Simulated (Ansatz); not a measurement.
**A correction line for SPW92/def2-TZVPP: atomisation energy**

The atomisation energy (no zero-point term) in kJ/mol of 8 molecular compounds of O: x at SPW92/def2-TZVPP, y at CCSD(T)/CBS estimate. Shapes, held fixed at every level: PBE0-D4/def2-TZVP. Flexible molecules stand in one conformer, not always the lowest. Programs: Ansatz 0.2.0.

```
                           molecule  x (kJ/mol)  y (kJ/mol)
              C3H8O (methoxyethane)        5226        4585
         C2H5BO3 (SMILES C=COB(O)O)        5680        4883
        B2H4O5 (SMILES OB(O)OB(O)O)        6024           ?
             C2H7BO3 (monoethyl borate)    6306        5475
             C4H10O (diethyl ether)        6633        5824
          C5H8O (allyl vinyl ether)        6732        5836
C7H16O (tert-butyl isopropyl ether)       10864        9554
       C8H18O (di-tert-butyl ether)       12255       10777
```

Task: Fit y = c + s·x to the known rows and predict y for B2H4O5.

Result: 
1. Means of the 7 rows: x = 7670.86, y = 6704.9.
2. Σ(Δx)² = 44972801, Σ(Δx·Δy) = 39983326, so the slope is 39983326/44972801 = 0.88906.
3. Intercept: 6704.9 − (0.88906) × 7670.86 = -115.0. The largest residual of the fit is 54.
4. B2H4O5: -115.0 + 0.88906 × 6024 = 5241 kJ/mol.

CCSD(T)/CBS estimate gives 5162 kJ/mol, so the prediction is off by +79 kJ/mol, more than the largest residual. Uncorrected, SPW92/def2-TZVPP misses it by +862 kJ/mol, and the other rows by 966 on average. The line removes about 90 % of this miss. Left out in turn, the other rows are missed by 40 kJ/mol on average, so much of the error is systematic among these molecules. The CBS estimate extrapolates MP2 from def2-TZVPP and def2-QZVPP and adds CCSD(T) − MP2 in the triple-zeta set, cores frozen.

SPW92 overbinds every molecule here, as expected of a local density functional: the uniform-gas form describes the compact, inhomogeneous densities of free atoms worse than the smoother density of the molecule, so atomisation costs too much. The error accumulates with the number of bonds, which is why a straight line removes most of it.

What remains depends on the kind of bond. B2H4O5 is overbound by more than monoethyl borate or diethyl ether, although both have larger atomisation energies. The line also overshoots for both boron compounds in the fit and for allyl vinyl ether, while it undershoots for the saturated ethers except di-tert-butyl ether, which lies almost on it. This suggests that B–O and C=C bonds carry more overbinding relative to their strength than the C–C and C–H bonds that dominate the large ethers. B2H4O5, with no carbon and a B–O–B bridge, therefore lies inside the fitted energy range but outside its chemistry, and the +79 kJ/mol miss is probably a composition effect that a single slope cannot absorb.
